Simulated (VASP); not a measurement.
# KBr (Imm2) in VASP: further runs

One crystal, KBr, is run at these levels: PBE, HSE06; tasks: single point.

Everything below comes from runs of VASP 6.6.1. Logs are shortened: lines on timing, memory, paths and dates and some standing lists are left out, and cuts for length are marked.

## Step 1: The cell of the first run

Symmetry: Imm2, No. 44, orthorhombic system. The conventional cell has a = 5.130 Å, b = 5.302 Å, c = 7.377 Å, α = 90.00°, β = 90.00°, γ = 90.00°. K (site symmetry mm2) is surrounded by 4 Br at 3.19 to 3.20 Å. Br (site symmetry mm2) has 4 K at 3.19 to 3.20 Å as nearest neighbours.

The cell was built by a generator and needn't be a form met in nature.

## Step 2: Single point, PBE (shear_xy strain +3.3%)

Input file INCAR:

```
ALGO = Normal
EDIFF = 1E-6
ENCUT = 520
GGA = PE
ISIF = 2
ISMEAR = -1
LASPH = T
LCHARG = T
LELF = T
LREAL = F
LVHAR = T
LWAVE = F
NBANDS = 15
NELM = 100
PREC = Accurate
SIGMA = 0.02
```

Input file KPOINTS:

```
k-points
0
Gamma
  6 6 6
```

Input file POSCAR:

```
KBr
1.0
    0.0610413531      3.6882992785      3.6882992785
    3.6882992785      0.0610413531      3.6882992785
    3.7493406316      3.7493406316      0.0000000000
K Br
1 1
Direct
    0.0037670664      0.0037670664     -0.0037670664
    0.2462329336      0.2462329336      0.2537670664
```

Potentials or basis: VASP PAW PBE potentials, release 64 (K_sv, Br).

Command:

```
$ cat potpaw_PBE.64/K_sv/POTCAR potpaw_PBE.64/Br/POTCAR > POTCAR
$ mpirun -np 1 vasp_std > vasp.out
```

OUTCAR:

```text
EDIFF = 1E-6
   ENCUT = 520
   GGA = PE
   ISIF = 2
   ISMEAR = -1
   LASPH = T
   LREAL = F
   NELM = 100
   PREC = Accurate

 ion  position               nearest neighbor table
   1  0.004  0.004  0.996-   2 3.19   2 3.19   2 3.20   2 3.20
   2  0.246  0.246  0.254-   1 3.19   1 3.19   1 3.20   1 3.20

  LATTYP: Found a body centered orthorhombic cell.
 ALAT       =     5.1297173523
 B/A-ratio  =     1.0336570238
 C/A-ratio  =     1.4380126721

  Lattice vectors:

 A1 = (   3.6882992785,   0.0610413531,  -3.6882992785)
 A2 = (  -3.6882992785,  -0.0610413531,  -3.6882992785)
 A3 = (   0.0610413531,   3.6882992785,   3.6882992785)

Analysis of symmetry for initial positions (statically):
=====================================================================
 Subroutine PRICEL returns:
 Original cell was already a primitive cell.

 Routine SETGRP: Setting up the symmetry group for a
 body centered orthorhombic supercell.

 Subroutine GETGRP returns: Found  4 space group operations
 (whereof  4 operations were pure point group operations)
 out of a pool of  8 trial point group operations.

The static configuration has the point symmetry C_2v.

Analysis of symmetry for dynamics (positions and initial velocities):
=====================================================================
 Subroutine PRICEL returns:
 Original cell was already a primitive cell.

 Routine SETGRP: Setting up the symmetry group for a
 body centered orthorhombic supercell.

 Subroutine GETGRP returns: Found  4 space group operations
 (whereof  4 operations were pure point group operations)
 out of a pool of  8 trial point group operations.

The dynamic configuration has the point symmetry C_2v.

 Subroutine INISYM returns: Found  4 space group operations
 (whereof  4 operations are pure point group operations),
 and found     1 'primitive' translations

----------------------------------------------------------------------------------------

                                     Primitive cell

  volume of cell :     100.3205

  direct lattice vectors                    reciprocal lattice vectors
     0.061041353  3.688299279  3.688299279    -0.137845174  0.137845174  0.135563836
     3.688299279  0.061041353  3.688299279     0.137845174 -0.137845174  0.135563836
     3.749340632  3.749340632  0.000000000     0.133356782  0.133356782 -0.135563836

  length of vectors
     5.216400021  5.216400021  5.302368371     0.237445020  0.237445020  0.232261956

[... 90 lines left out ...]
   PSTRESS=    0.0 pullay stress
   NELECT =      16.0000    total number of electrons
   NUPDOWN=      -1.0000    fix difference up-down
   EMIN   =  10.00;   EMAX   =-10.00  energy-range for DOS
   EFERMI =   0.00;   METHOD = LEGACY
   ISMEAR =    -1;   SIGMA  =   0.02  broadening in eV -4-tet -1-fermi 0-gaus
   EFERMI_NEDOS =   21; number of points for ismear=-14 and -15
   IALGO  =     38    algorithm
   IMIX   =      4    mixing-type and parameters
     AMIX     =   0.40;   BMIX     =  1.00
     AMIX_MAG =   1.60;   BMIX_MAG =  1.00
  volume/ion in A,a.u.               =      50.16       338.50
  Fermi-wavevector in a.u.,A,eV,Ry     =   0.887807  1.677711 10.724118  0.788200
  Thomas-Fermi vector in A             =   2.009153
   LORBIT       =      0    0 simple, 1 ext, 2 COOP (PROOUT), +10 PAW based schemes
   GGA     = PE    functional components
   LHFCALC =     F    Hartree Fock is set to
   AEXX    =    0.0000 exact exchange contribution
   IVDW    =     0    specifies the selected vdW correction
   LEPSILON=     F    determine dielectric tensor
   LRPA    =     F    only Hartree local field effects (RPA)
 non-spin polarized calculation
  energy-cutoff  :      520.00
  volume of cell :      100.32
 maximum number of plane-waves:      2738
   NGX = 19   NGY = 19   NGZ = 19

 number of electron      16.0000000 magnetization

 Free energy of the ion-electron system (eV)
  ---------------------------------------------------
  ext. energy  EPLUGINS =         0.00000000
  ---------------------------------------------------
  free energy    TOTEN  =        -6.03408524 eV

  energy without entropy =       -6.03408524  energy(sigma->0) =       -6.03408524

 E-fermi :  -2.6475     XC(G=0):  -5.9458

 val. band max:       -3.1077386071   @ k =   0.1667   0.1667   0.5000
 cond. band min:       1.1488692137   @ k =   0.0000   0.0000   0.0000
 fundamental gap:      4.2566078208
 Fermi energy:        -2.6474568265

 k-point     1 :       0.0000    0.0000    0.0000
  band No.  band energies     occupation
      1     -30.9196      2.00000
      2     -15.0044      2.00000
      3     -14.4188      2.00000
      4     -14.4163      2.00000
      5     -14.4151      2.00000
      6      -3.1672      2.00000
      7      -3.1448      2.00000
      8      -3.1189      2.00000
      9       1.1489      0.00000
     10       5.4802      0.00000
     11       5.4906      0.00000
     12       6.4374      0.00000
     13       6.4750      0.00000
     14       6.5094      0.00000
[... 401 lines left out ...]
      2     -15.2343      2.00000
      3     -14.4332      2.00000
      4     -14.4314      2.00000
      5     -14.1405      2.00000
      6      -3.5066      2.00000
      7      -3.2189      2.00000
      8      -3.1174      2.00000
      9       3.0714      0.00000
     10       4.0249      0.00000
     11       5.2250      0.00000
     12       5.9652      0.00000
     13       6.5620      0.00000
     14       6.7646      0.00000
     15       6.8785      0.00000

 [... further k-points ...]

------------------------ aborting loop because EDIFF is reached ----------------------------------------

  FORCE on cell =-STRESS in cart. coord.  units (eV):
  Direction    XX          YY          ZZ          XY          YZ          ZX
  --------------------------------------------------------------------------------------
  -------------------------------------------------------------------------------------
  Total        0.1697199      0.1697199      0.1665356     -0.0466427      0.0000000      0.0000000
  in kB        2.7105279      2.7105279      2.6596723     -0.7449121      0.0000000      0.0000000
  external PRESSURE =       2.6935760 kB  Pullay stress =       0.0000000 kB

 VOLUME and BASIS-vectors are now :
 -----------------------------------------------------------------------------
  energy-cutoff  :      520.00
  volume of cell :      100.32
      direct lattice vectors                 reciprocal lattice vectors
     0.061041353  3.688299279  3.688299279    -0.137845174  0.137845174  0.135563836
     3.688299279  0.061041353  3.688299279     0.137845174 -0.137845174  0.135563836
     3.749340632  3.749340632  0.000000000     0.133356782  0.133356782 -0.135563836

 POSITION                                       TOTAL-FORCE (eV/Angst)
 -----------------------------------------------------------------------------------
      3.74934      3.74934      0.02779         0.000000      0.000000      0.002295
      1.87467      1.87467      1.81636        -0.000000     -0.000000     -0.002295
 -----------------------------------------------------------------------------------
    total drift:                               -0.000000     -0.000000     -0.000069

  FREE ENERGIE OF THE ION-ELECTRON SYSTEM (eV)
  ---------------------------------------------------
  free  energy   TOTEN  =        -6.0340852426 eV

  energy  without entropy=       -6.0340852426  energy(sigma->0) =       -6.03408524
```

Wall time 39 s (1 thread of Intel Xeon 6975P-C (Granite Rapids), shared host); peak memory 0.26 GiB.

What came out:

| Item | Value |
| --- | --- |
| Free energy | -6.0341 eV |
| Pressure | 0.3 GPa |
| Band gap on the k mesh | 4.26 eV, indirect (least direct gap 4.27 eV) |

Forces on the atoms (eV/Å):
```
K    0.000  0.000  0.002
Br   0.000  0.000 -0.002
```

A k mesh can miss the band edges.

## Step 3: Single point, HSE06 (epitaxial_xy strain +4.2%)

Input file POSCAR:

```
KBr
1.0
    0.0000000000      3.8417325285      3.3390821501
    3.8417325285      0.0000000000      3.3390821501
    3.8417325285      3.8417325285      0.0000000000
K Br
1 1
Direct
    0.0000000000      0.0000000000      0.0000000000
    0.2500000000      0.2500000000      0.2500000000
```

Input file INCAR.step1:

```
PREC = Accurate
ENCUT = 520
EDIFF = 1E-5
ISMEAR = 0
SIGMA = 0.01
LREAL = False
LASPH = True
NELM = 100
ALGO = Normal
ISIF = 2
LWAVE = True
LCHARG = False
GGA = PE
NBANDS = 15
```

Input file INCAR.step2:

```
PREC = Accurate
ENCUT = 520
EDIFF = 1E-7
ISMEAR = 0
SIGMA = 0.01
LREAL = False
LASPH = True
NELM = 100
ALGO = Normal
ISIF = 2
LWAVE = False
LCHARG = False
GGA = PE
LHFCALC = True
HFSCREEN = 0.2079
PRECFOCK = Normal
ISTART = 1
NBANDS = 15
```

Input file KPOINTS:

```
regular mesh
0
Gamma
  4 4 4
```

Potentials or basis: VASP PAW PBE potentials, release 64 (K_sv, Br).

Command:

```
$ cat potpaw_PBE.64/K_sv/POTCAR potpaw_PBE.64/Br/POTCAR > POTCAR
$ cp INCAR.step1 INCAR
$ mpirun -np 1 vasp_std > vasp.out
$ cp INCAR.step2 INCAR
$ mpirun -np 1 vasp_std > vasp.out
```

Run time: 10 min. Hardware: 1 thread of Intel Xeon 6975P-C (Granite Rapids), shared host; peak memory 0.35 GiB.

The run converged. Its results:

| Quantity | Value |
| --- | --- |
| Free energy | -6.9702 eV |
| Pressure | 0.2 GPa |
| Band gap on the k mesh | 5.34 eV, indirect (least direct gap 5.37 eV) |

Levels at points of the mesh, in eV from the valence-band top:
| k point | band 6 | band 7 | band 8 | band 9 | band 10 | band 11 |
| --- | --- | --- | --- | --- | --- | --- |
| (0.00, 0.00, 0.00) | -0.07 | -0.07 | -0.03 | 5.34 | 9.54 | 10.41 |
| (0.50, 0.00, 0.00) | -0.47 | -0.11 | 0.00 | 7.65 | 8.17 | 9.19 |
| (0.50, 0.50, 0.00) | -0.44 | -0.16 | -0.16 | 7.31 | 8.27 | 10.77 |
| (0.50, 0.00, 0.50) | -0.55 | -0.04 | -0.04 | 7.09 | 8.29 | 10.08 |

Caveat: the PAW data sets were made with another functional, which shifts forces and pressure a little. A k mesh can miss the band edges.

## Step 4: Single point, HSE06 (shear_xy strain +3.3%)

Input file POSCAR:

```
KBr
1.0
    0.0610413531      3.6882992785      3.6882992785
    3.6882992785      0.0610413531      3.6882992785
    3.7493406316      3.7493406316      0.0000000000
K Br
1 1
Direct
    0.0037670664      0.0037670664     -0.0037670664
    0.2462329336      0.2462329336      0.2537670664
```

Input file INCAR.step1:

```
SYSTEM = KBr
PREC = Accurate ; ENCUT = 520
EDIFF = 1E-5 ; ISMEAR = 0
SIGMA = 0.01 ; LREAL = .False.
LASPH = .True. ; NELM = 100
ALGO = Normal ; ISIF = 2
LWAVE = .True. ; LCHARG = .False.
NBANDS = 15 ; GGA = PE
```

Input file INCAR.step2:

```
SYSTEM = KBr
PREC = Accurate ; ENCUT = 520
EDIFF = 1E-6 ; ISMEAR = 0
SIGMA = 0.01 ; LREAL = .False.
LASPH = .True. ; NELM = 100
ALGO = Normal ; ISIF = 2
LWAVE = .False. ; LCHARG = .False.
GGA = PE ; LHFCALC = .True.
HFSCREEN = 0.2079 ; PRECFOCK = Normal
NBANDS = 15 ; ISTART = 1
```

Input file KPOINTS:

```
Automatic mesh
0
Gamma
  4 4 4
  0 0 0
```

Command:

```
$ cat potpaw_PBE.64/K_sv/POTCAR potpaw_PBE.64/Br/POTCAR > POTCAR
$ cp INCAR.step1 INCAR
$ mpirun -np 1 vasp_std > vasp.out
$ cp INCAR.step2 INCAR
$ mpirun -np 1 vasp_std > vasp.out
```

It took 14 min on 1 thread of Intel Xeon 6975P-C (Granite Rapids), shared host; peak memory 0.36 GiB.

It converged, with:

| Quantity | Value |
| --- | --- |
| Free energy | -6.9712 eV |
| Pressure | 0.2 GPa |
| Band gap on the k mesh | 5.37 eV, indirect (least direct gap 5.37 eV) |

Stress tensor (GPa, compression positive):
```
 0.16 -0.08  0.00
-0.08  0.16  0.00
 0.00  0.00  0.15
```

Levels at points of the mesh, in eV from the valence-band top:
```tsv
k point	band 6	band 7	band 8	band 9	band 10	band 11
(0.00, 0.00, 0.00)	-0.06	-0.04	-0.01	5.37	10.04	10.06
(0.50, 0.00, 0.00)	-0.42	-0.04	-0.03	7.69	8.16	9.37
(0.50, 0.50, 0.00)	-0.47	-0.07	-0.02	7.16	8.36	10.24
(0.00, 0.00, 0.50)	-0.43	-0.02	0.00	7.65	8.08	9.41
(0.50, 0.00, 0.50)	-0.47	-0.05	-0.05	7.16	8.36	10.24
```

Caveat: the PAW data sets were made with another functional, which shifts forces and pressure a little.

## Step 5: Summary

```csv
level,cell,k mesh,smearing,exchange at q = 0,grid for exact exchange (PRECFOCK),screening parameter,gap on the mesh (eV),pressure (GPa)
PBE,shear_xy strain +3.3%,6 × 6 × 6,fermi-dirac 0.02 eV,-,-,-,4.26,0.3
HSE06,epitaxial_xy strain +4.2%,4 × 4 × 4,gaussian 0.01 eV,truncated,Normal,0.2079 1/A,5.34,0.2
HSE06,shear_xy strain +3.3%,4 × 4 × 4,gaussian 0.01 eV,truncated,Normal,0.2079 1/A,5.37,0.2
```

Alike in all rows: task single point; potentials or basis VASP PAW PBE potentials, release 64 (K_sv, Br); no spin polarisation; cutoff (eV) 520.

Caveats: the PAW data sets were made with another functional, which shifts forces and pressure a little (some runs).

Total energies depend on the potentials used, so only differences within one code and one set of settings carry meaning.
